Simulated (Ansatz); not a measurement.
# TiSi2 (Immm) in Ansatz: reference runs, part 2 of 2

Ansatz 0.2.0. Earlier steps stand in the parts before.

## (4) Single point, PBE

input.yaml

```yaml
crystal:
  lattice:
    - [-1.472872, 1.71213, 4.212083]
    - [1.472872, -1.71213, 4.212083]
    - [1.472872, 1.71213, -4.212083]
  atoms:
    - { symbol: Ti, position: [0.0, 0.0, 0.0] }
    - { symbol: Si, position: [0.670078, 0.670078, 0.0] }
    - { symbol: Si, position: [0.329922, 0.329922, 0.0] }
kpoints:
  mp_grid: { grid: [12, 12, 12] }
scf:
  occupations: { method: fermi_dirac, width: 0.05 }
hamiltonian:
  xc: pbe
  pseudopotentials: { kind: all_electron, lapw: { basis_error: 0.001 } }
output:
  forces: true
  stress: true
  eigenvalues: true
  populations: true
```

Potentials or basis: all-electron LAPW, scalar-relativistic.

Started as:

```
ansatz run input.yaml --threads 2 --pin off --max-ram 6144MiB --backend cpu --events-out ev --progress --plain --runs-dir out
```

The log of the run:

```text
Warning: RAYON_NUM_THREADS=2 ignored (pool sized by the plan → 2); use --threads N
Ti: projections on atomic orbitals take those of the free atom 1s2 2s2 2p6 3s2 3p6 3d2 4s2, of charge +0.00 (hamiltonian.pseudopotentials.projection_atoms)
Si: projections on atomic orbitals take those of the free atom 1s2 2s2 2p6 3s2 3p2, of charge +0.00 (hamiltonian.pseudopotentials.projection_atoms)
LAPW: plane waves up to 7.563 Å⁻¹, error target 1.0e-3 eV per atom; small_component_spin mean_spin; Si in spheres of 1.202 Å, 12 of its electrons in bands, Dirac shells []; Ti in spheres of 1.473 Å, 12 of its electrons in bands, Dirac shells [] (how accurate: hamiltonian.pseudopotentials.lapw.basis_error, Limitations)
Engine: ansatz 0.2.0, x86_64-unknown-linux-gnu
Pseudopotentials: kind: all_electron
Pseudopotential: Ti, LAPW, valence charge 12, lapw/all_electron/scalar/gaussian/Ti, Koelling and Harmon's equation, gaussian nucleus
Pseudopotential: Si, LAPW, valence charge 12, lapw/all_electron/scalar/gaussian/Si, Koelling and Harmon's equation, gaussian nucleus
Functional definition: PBE
  parameter kappa = 0.804
  parameter beta = 0.06672455060314922
  exchange = pbe_x(kappa = kappa, mu = beta*pi^2/3)
  correlation = pbe_c(beta = beta)
Crystal: 3 atoms, lattice volume = 42.487 Å³
Basis set: ecut = 217.90415338224082 eV, 317 PW (Γ), FFT grids on a1+a3, a2+a3, a3, exchange–correlation at level 2
Bands: 22, of which v1, the nominal top of the filled ones, is band 18 counted from 1 (17 counted from 0)
Symmetry: 8 space group operations
Space group: Immm (ITA 71), of the structure as read, at distance tolerance 3.5e-5 Å
k-points: 280 of 1728
Non-local potential: Ti, projectors of the file, none
Non-local potential: Si, projectors of the file, none
Initial density: superposition of atomic densities (chi_scale 0.1, normalization cell, long waves kept (reshape's long-wave potential 0.00 eV rms))
Initial wavefunctions: plane waves of lowest kinetic energy (no species holds an atomic orbital)
Functional: x = pbe(κ = 0.804, μ = 0.2195149727645171), c = pbe(β = 0.06672455060314922)
iter 1 solved again at ethr=9.62e-4 eV; its pass at ethr=1.00e-1 eV (dr2=3.46e-1 eV) is discarded
SCF iter   1: F=—  HF=-39019.279612 eV  |F-HF|=—  |Δ(HF+E_count)|=         —  Δρ=2.27e-2  dr2=3.45e-1  ethr=9.62e-4  ⟨swp⟩=2.4  Hψ=42936  notcnv=0
preconditioner: auto → Kerker (q_TF=auto, 2.654 Å⁻¹)  [metal: Δε(μ)=0.021 eV  Ē_g=6.691 eV  σ=0.050 eV  W_gap=0.10  n_scr=10 (ndim 8)  ℏωp=19.7 eV  f_vac=0.000  D(μ)=1.32/eV (n_scr^D=10)]
SCF iter   2: F=—  HF=-39019.161266 eV  |F-HF|=—  |Δ(HF+E_count)|=   1.18e-1  Δρ=1.93e-2  dr2=4.21e-1  ethr=9.59e-4  ⟨swp⟩=2.3  Hψ=18845  notcnv=0
iter 3 solved again at ethr=7.25e-5 eV; its pass at ethr=9.59e-4 eV (dr2=2.61e-2 eV) is discarded
SCF iter   3: F=—  HF=-39019.105765 eV  |F-HF|=—  |Δ(HF+E_count)|=   5.55e-2  Δρ=8.84e-3  dr2=2.60e-2  ethr=7.25e-5  ⟨swp⟩=2.0  Hψ=32095  notcnv=0
SCF iter   4: F=—  HF=-39019.053416 eV  |F-HF|=—  |Δ(HF+E_count)|=   5.23e-2  Δρ=3.96e-3  dr2=1.38e-2  ethr=7.23e-5  ⟨swp⟩=2.7  Hψ=19245  notcnv=0
SCF iter   5: F=—  HF=-39019.050361 eV  |F-HF|=—  |Δ(HF+E_count)|=         —  Δρ=5.94e-4  dr2=2.96e-4  ethr=3.84e-5  ⟨swp⟩=2.4  Hψ=17910  notcnv=0
the basis was enlarged: its passes take 276.2 KiB over the memory plan, 2 of 2 planned eigensolver slots
SCF iter   6: F=—  HF=-39019.050277 eV  |F-HF|=—  |Δ(HF+E_count)|=   8.34e-5  Δρ=2.21e-4  dr2=2.96e-5  ethr=8.22e-7  ⟨swp⟩=2.3  Hψ=17853  notcnv=0
SCF iter   7: F=—  HF=-39019.050274 eV  |F-HF|=—  |Δ(HF+E_count)|=   3.34e-6  Δρ=4.46e-5  dr2=8.23e-7  ethr=8.23e-8  ⟨swp⟩=2.0  Hψ=17746  notcnv=0
SCF iter   8: F=—  HF=-39019.050274 eV  |F-HF|=—  |Δ(HF+E_count)|=   7.84e-8  Δρ=2.08e-5  dr2=3.88e-7  ethr=2.29e-9  ⟨swp⟩=2.6  Hψ=17984  notcnv=0
SCF iter   9: F=-39019.050274 eV  HF=-39019.050274 eV  |F-HF|=2.94e-8  |Δ(HF+E_count)|=   8.76e-8  Δρ=5.48e-6  dr2=2.45e-8  ethr=1.08e-9  ⟨swp⟩=2.0  Hψ=17739  notcnv=0
SCF 1 converged in 9 iterations: F = -39019.050274 eV  dr2 = 2.45e-8
SCF converged after 9 iterations
Free energy (F): -39019.050274 eV
Harris-Foulkes:  -39019.050274 eV  (|F-HF|=2.94e-8)
Internal energy: -39019.039048 eV  (E = F + TS)
E sigma→0 (E₀):  -39019.044661 eV
Entropy (-TS):   -0.011226 eV (-3.742 meV/atom)
Fermi energy:    13.758142 eV
--- Per-component energies (eV) ---
  E_band       = -1479.450210
  E_kinetic    = 39286.991133
  E_xc         = -2287.367502
  E_electrostatic = -76018.662679  (all electrons and nuclei)
  E_smearing   = -0.011226  (= −TS)
  E_closure    = 0.000000  (closes the sum)
  E_atoms      = -39000.334816  (free atoms, spherical and without spin; not in F)
  Σ components = -39019.050274   (vs F -39019.050274, Δ=0.00e0)
  Basis errors (estimates in eV, not in F): energy 2.0e-4 per atom: plane waves 1.6e-4 (8.5e-5 summed), levels above the bands 6.0e-33, relativity 4.8e-9, radial functions 3.9e-5, core shells 1.4e-8; eigenvalues (radial functions only) 1.3e-6; not estimated: angular momenta, meshes, grids; target (lapw.basis_error) 1.0e-3; muffin-tin radii Si 1.202 Å, Ti 1.473 Å
--- Forces (eV/Å), atoms counted from 1 ---
  atom   1  Ti     0.00000000     0.00000000     0.00000000
  atom   2  Si     0.00000000     0.00000000    -0.01541638
  atom   3  Si    -0.00000000     0.00000000     0.01541638
  max |Σ_I F_I| component: 1.75e-30 eV/Å
--- Stress (GPa, compression-positive) ---
        0.861096      -0.000000       0.000000
       -0.000000       0.169081      -0.000000
        0.000000      -0.000000      -0.239050
  P = ⅓ Tr σ = 0.2637 GPa (2.637 kbar)
--- Band table (eV; the first three rows and the last of 280) ---
  k-point 0: bands = ["-120.2570", "-120.2555", "-76.3264", "-76.3227", "-76.2947", "-76.2906", "-76.2900", "-76.2846", "-42.4871", "-18.8244", "-18.8011", "-18.5538", "1.1893", "9.0118", "9.6029", "11.6053", "13.1338", "14.5215", "15.8018", "16.1678", "16.8829", "17.5260"]
  k-point 1: bands = ["-120.2570", "-120.2556", "-76.3264", "-76.3229", "-76.2946", "-76.2910", "-76.2895", "-76.2847", "-42.4843", "-18.8210", "-18.8049", "-18.5765", "1.3972", "9.1847", "9.5109", "11.4140", "13.1129", "13.9953", "15.3720", "16.0097", "17.3801", "17.4734"]
  k-point 2: bands = ["-120.2568", "-120.2557", "-76.3263", "-76.3236", "-76.2944", "-76.2915", "-76.2887", "-76.2851", "-42.4764", "-18.8146", "-18.8118", "-18.6379", "2.0104", "9.2505", "9.6131", "11.0325", "12.9776", "13.0732", "14.2211", "16.3212", "17.3253", "17.7159"]
  k-point 279: bands = ["-120.2569", "-120.2556", "-76.3265", "-76.3226", "-76.2936", "-76.2917", "-76.2901", "-76.2845", "-42.4869", "-18.8345", "-18.8018", "-18.5541", "2.3349", "4.9202", "12.4492", "12.5028", "13.4067", "14.2102", "15.7371", "16.2221", "16.2222", "17.4285"]
--- Löwdin populations: 3 sites ---
  site symbol       q [e]
     0     Ti     21.5686
     1     Si     14.0991
     2     Si     14.0991
  spilling = 0.004666 (of n_electrons = 50.000000)
```

populations.tsv:

```text
# site	symbol	l	j	q
# orbitals = lowdin
# n_electrons = 50.000000
# spilling = 0.004666
# projection_atom_Ti: 1s2 2s2 2p6 3s2 3p6 3d2 4s2
# projection_atom_Si: 1s2 2s2 2p6 3s2 3p2
0	Ti	0_1S	-	1.999966
0	Ti	0_2S	-	1.998052
0	Ti	0_3S	-	1.949639
0	Ti	0_4S	-	0.465501
0	Ti	1_2P	-	5.999979
0	Ti	1_3P	-	5.990611
0	Ti	2_3D	-	3.164850
1	Si	0_1S	-	1.999869
1	Si	0_2S	-	1.989338
1	Si	0_3S	-	1.320069
1	Si	1_2P	-	5.997271
1	Si	1_3P	-	2.792513
2	Si	0_1S	-	1.999869
2	Si	0_2S	-	1.989338
2	Si	0_3S	-	1.320069
2	Si	1_2P	-	5.997271
2	Si	1_3P	-	2.792513
```

Run time: 45 s. Hardware: 2 threads of Intel Xeon at 2.70GHz, shared host; peak memory 0.81 GiB.

What came out:

```
Free energy            : -39019.0503 eV
Pressure               : 0.3 GPa
Largest force          : 0.015 eV/Å
Band gap on the k mesh : none (metal or under the smearing width)
```

Forces on the atoms (eV/Å):
```
Ti   0.000  0.000  0.000
Si   0.000  0.000 -0.015
Si   0.000  0.000  0.015
```

Levels at points of the mesh, in eV from the Fermi level:
```csv
k point,band 15,band 16,band 17,band 18,band 19,band 20,band 21,band 22
"(0.00, 0.00, 0.00)",-4.16,-2.15,-0.62,0.76,2.04,2.41,3.12,3.77
"(0.00, 0.00, -0.50)",-5.06,-4.68,-2.89,-1.30,-0.65,2.72,2.90,3.12
"(0.00, -0.50, 0.00)",-3.61,-3.39,-0.94,-0.43,0.97,2.78,3.36,3.99
"(0.00, -0.50, -0.50)",-4.34,-3.76,-0.69,0.96,2.05,2.58,3.51,4.02
"(-0.50, -0.50, -0.50)",-1.31,-1.26,-0.35,0.45,1.98,2.46,2.46,3.67
```

## (5) Single point, PBE (atoms moved at random, drawn with an rms of 0.05 Å)

input.yaml, as its differences from that of step 4:

```diff
@@ -6,5 +6,5 @@
   atoms:
-    - { symbol: Ti, position: [0.0, 0.0, 0.0] }
-    - { symbol: Si, position: [0.670078, 0.670078, 0.0] }
-    - { symbol: Si, position: [0.329922, 0.329922, 0.0] }
+    - { symbol: Ti, position: [-0.006372, 0.002443, 0.006293] }
+    - { symbol: Si, position: [0.683299, 0.667575, 0.014115] }
+    - { symbol: Si, position: [0.337053, 0.315485, -0.005123] }
 kpoints:
```

Potentials or basis: all-electron LAPW, scalar-relativistic.

Started as:

```
ansatz run input.yaml --threads 2 --pin off --max-ram 6144MiB --backend cpu --events-out ev --progress --plain --runs-dir out
```

The log of the run:

```text
Warning: RAYON_NUM_THREADS=2 ignored (pool sized by the plan → 2); use --threads N
Ti: projections on atomic orbitals take those of the free atom 1s2 2s2 2p6 3s2 3p6 3d2 4s2, of charge +0.00 (hamiltonian.pseudopotentials.projection_atoms)
Si: projections on atomic orbitals take those of the free atom 1s2 2s2 2p6 3s2 3p2, of charge +0.00 (hamiltonian.pseudopotentials.projection_atoms)
LAPW: plane waves up to 7.721 Å⁻¹, error target 1.0e-3 eV per atom; small_component_spin mean_spin; Si in spheres of 1.163 Å, 12 of its electrons in bands, Dirac shells []; Ti in spheres of 1.439 Å, 12 of its electrons in bands, Dirac shells [] (how accurate: hamiltonian.pseudopotentials.lapw.basis_error, Limitations)
Engine: ansatz 0.2.0, x86_64-unknown-linux-gnu
Pseudopotentials: kind: all_electron
Pseudopotential: Ti, LAPW, valence charge 12, lapw/all_electron/scalar/gaussian/Ti, Koelling and Harmon's equation, gaussian nucleus
Pseudopotential: Si, LAPW, valence charge 12, lapw/all_electron/scalar/gaussian/Si, Koelling and Harmon's equation, gaussian nucleus
Functional definition: PBE
  parameter kappa = 0.804
[... 53 lines left out ...]
       -0.203507       0.072367       0.022234
  P = ⅓ Tr σ = 0.5434 GPa (5.434 kbar)
--- Band table (eV; the first three rows and the last of 868) ---
  k-point 0: bands = ["-120.2681", "-120.2418", "-76.3374", "-76.3091", "-76.3050", "-76.2985", "-76.2807", "-76.2694", "-42.4854", "-18.8234", "-18.8008", "-18.5532", "1.1942", "8.9976", "9.6013", "11.6156", "13.1171", "14.5263", "15.7943", "16.1468", "16.8875", "17.5369"]
  k-point 1: bands = ["-120.2681", "-120.2418", "-76.3375", "-76.3093", "-76.3050", "-76.2985", "-76.2807", "-76.2695", "-42.4826", "-18.8200", "-18.8046", "-18.5760", "1.4021", "9.1684", "9.5116", "11.4240", "13.0958", "14.0019", "15.3642", "16.0055", "17.3476", "17.4978"]
  k-point 2: bands = ["-120.2681", "-120.2417", "-76.3377", "-76.3097", "-76.3048", "-76.2984", "-76.2807", "-76.2695", "-42.4747", "-18.8146", "-18.8106", "-18.6374", "2.0151", "9.2437", "9.6058", "11.0400", "12.9775", "13.0646", "14.2211", "16.3151", "17.3169", "17.7184"]
  k-point 867: bands = ["-120.2681", "-120.2418", "-76.3374", "-76.3091", "-76.3050", "-76.2985", "-76.2808", "-76.2694", "-42.4852", "-18.8335", "-18.8015", "-18.5535", "2.3455", "4.9071", "12.3487", "12.6047", "13.4037", "14.2056", "15.7224", "16.1592", "16.3053", "17.4108"]
--- Löwdin populations: 3 sites ---
  site symbol       q [e]
     0     Ti     21.5702
     1     Si     14.0986
     2     Si     14.0983
  spilling = 0.004658 (of n_electrons = 50.000000)
```

populations.tsv:

```text
# site	symbol	l	j	q
# orbitals = lowdin
# n_electrons = 50.000000
# spilling = 0.004658
# projection_atom_Ti: 1s2 2s2 2p6 3s2 3p6 3d2 4s2
# projection_atom_Si: 1s2 2s2 2p6 3s2 3p2
0	Ti	0_1S	-	1.999966
0	Ti	0_2S	-	1.998040
0	Ti	0_3S	-	1.949375
0	Ti	0_4S	-	0.465479
0	Ti	1_2P	-	5.999978
0	Ti	1_3P	-	5.990438
0	Ti	2_3D	-	3.166884
1	Si	0_1S	-	1.999870
1	Si	0_2S	-	1.989453
1	Si	0_3S	-	1.323153
1	Si	1_2P	-	5.997298
1	Si	1_3P	-	2.788855
2	Si	0_1S	-	1.999866
2	Si	0_2S	-	1.989160
2	Si	0_3S	-	1.317482
2	Si	1_2P	-	5.997237
2	Si	1_3P	-	2.794555
```

Wall time 3.2 min (2 threads of Intel Xeon at 2.70GHz, shared host); peak memory 1.7 GiB.

What came out:

| Item | Value |
| --- | --- |
| Free energy | -39019.0292 eV |
| Pressure | 0.5 GPa |
| Largest force | 0.538 eV/Å |
| Band gap on the k mesh | none (metal or under the smearing width) |

Forces on the atoms (eV/Å):
```
Ti  -0.269  0.379  0.272
Si   0.043 -0.265 -0.111
Si   0.225 -0.113 -0.161
```
